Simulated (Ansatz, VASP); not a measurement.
# Two plane-wave programs on CdF2

INCAR

```
ALGO = Normal
EDIFF = 1E-6
ENCUT = 520
GGA = PE
ISIF = 2
ISMEAR = 0
LASPH = True
LCHARG = False
LREAL = False
LWAVE = False
NBANDS = 20
NELM = 100
PREC = Accurate
SIGMA = 0.05
```

Contents of KPOINTS:

```
k-points
0
Gamma
  8 8 8
```

File POSCAR:

```
CdF2
1.0
    0.0000000000      2.6939990179      2.6939990179
    2.6939990179      0.0000000000      2.6939990179
    2.6939990179      2.6939990179      0.0000000000
Cd F
1 2
Direct
    0.0000000000      0.0000000000      0.0000000000
    0.2500000000      0.2500000000      0.2500000000
    0.7500000000      0.7500000000      0.7500000000
```

Input for Ansatz:

```yaml
crystal:
  lattice:
    - [0.0, 2.6939990179, 2.6939990179]
    - [2.6939990179, 0.0, 2.6939990179]
    - [2.6939990179, 2.6939990179, 0.0]
  atoms:
    - { symbol: Cd, position: [0.0, 0.0, 0.0] }
    - { symbol: F, position: [0.25, 0.25, 0.25] }
    - { symbol: F, position: [0.75, 0.75, 0.75] }
basis:
  ecutwfc: 420
  ecutrho_ratio: 4
kpoints:
  mp_grid: { grid: [8, 8, 8] }
hamiltonian:
  xc: pbe
scf:
  occupations: { method: gaussian, width: 0.05 }
output:
  forces: true
  stress: true
  eigenvalues: true
```

Alike in both runs: task single point; functional PBE; k mesh 8 × 8 × 8; occupations gaussian, width 0.05 eV; no spin polarisation.

|  | VASP | Ansatz |
| --- | --- | --- |
| version | VASP 6.6.1 | Ansatz 0.2.0 |
| potentials or method | VASP PAW PBE potentials, release 64 (Cd, F) | scalar-relativistic, plane waves, PAW |
| plane-wave cutoff (eV) | 520 | 420 |
| valence electrons in the cell | 26 | 34 |

|  | VASP | Ansatz | Ansatz less VASP |
| --- | --- | --- | --- |
| gap on the k mesh at the Fermi level (eV) | 3.07 | 3.10 | +0.033 |
| least direct gap on the mesh (eV) | 3.57 | 3.60 | +0.031 |
| pressure (GPa) | 6.2 | 5.5 | -0.75 |

The two sets of potentials don't hold the same shells in valence.

A k mesh can miss the band edges.
